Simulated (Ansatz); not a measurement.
# C: the cost of one run

Program: Ansatz 0.2.0. Level of theory: DFT LDA, scalar-relativistic, plane waves, PAW. These are calculated values, not measurements.

### 1 The system as given

It takes space group P-3m1 (No. 164, trigonal). Conventional cell: a = 2.445 Å, b = 2.445 Å, c = 24.108 Å, α = 90.00°, β = 90.00°, γ = 120.00°. C (site symmetry 3m) has 3 C at 1.41 Å as nearest neighbours.

As a file:

```cif
data_structure
_symmetry_space_group_name_H-M 'P 1'
_symmetry_Int_Tables_number 1
_cell_length_a 2.4446
_cell_length_b 2.4446
_cell_length_c 24.1078
_cell_angle_alpha 90.000
_cell_angle_beta 90.000
_cell_angle_gamma 120.000
_cell_volume 124.77
loop_
_atom_site_label
_atom_site_type_symbol
_atom_site_fract_x
_atom_site_fract_y
_atom_site_fract_z
_atom_site_occupancy
C1 C 0.00000 0.00000 0.56878 1
C2 C 0.00000 0.00000 0.43122 1
C3 C 0.33333 0.66667 0.43120 1
C4 C 0.66667 0.33333 0.56880 1
```

It goes back to an entry of the Materials Project, which need not be the stable form.

This cell was relaxed beforehand with the same method: volume 31.19 Å³/atom, gap on the mesh none (metal).

### 2 What is varied

The energy is mapped over two normal modes frozen in (zone-centre modes of the cell shown).

- amplitude of mode 4 (28 cm⁻¹), largest displacement: 7 values from −0.423 to 0.423 Å
- amplitude of mode 10 (1596 cm⁻¹), largest displacement: 7 values from −0.06 to 0.06 Å

Nothing else is relaxed (the cell and all other modes fixed). Energies count from the relaxed high-symmetry cell. Points are written as (first, second).

The modes come from a phonon run on the reference cell, made beforehand.

Displacement patterns for an amplitude of 1 (Å):

```
atom      x1     y1     z1     x2      y2     z2
  C1   1.000  0.000  0.000  0.000   1.000  0.000
  C2  -1.000  0.000  0.000  0.000  -1.000  0.000
  C3  -1.000  0.000  0.000  0.000   1.000  0.000
  C4   1.000  0.000  0.000  0.000  -1.000  0.000
```

### 3 The run at (0.000 Å, −0.06 Å)

input.yaml reads:

```yaml
crystal:
  lattice:
    - [2.4446025229, 0.0, 0.0]
    - [-1.2223012614, 2.117087887, 0.0]
    - [0.0, 0.0, 24.107837987]
  atoms:
    - { symbol: C, position: [-0.0141704084, -0.0283408168, 0.568775144] }
    - { symbol: C, position: [0.0141704084, 0.0283408168, 0.431224856] }
    - { symbol: C, position: [0.3191635502, 0.6383271005, 0.43120022] }
    - { symbol: C, position: [0.6808364498, 0.3616728995, 0.56879978] }
basis:
  ecutwfc: 520.0
kpoints:
  mp_grid: { grid: [18, 18, 2] }
hamiltonian:
  xc: lda
  pseudopotentials: { kind: paw, azcp: { folder: soft_1 } }
scf:
  occupations: { method: gaussian, width: 0.15 }
output:
  forces: true
  stress: true
  eigenvalues: true
```

Run with:

```sh
> ansatz run input.yaml --threads 2 --pin off --max-ram 4096MiB --backend cpu --events-out ev --progress --plain --runs-dir out
```

**Question.** How long does this run take on 2 threads of Arm Neoverse N1, shared host, and how much memory does it need?

About 21 s, with a peak of 0.58 GiB.
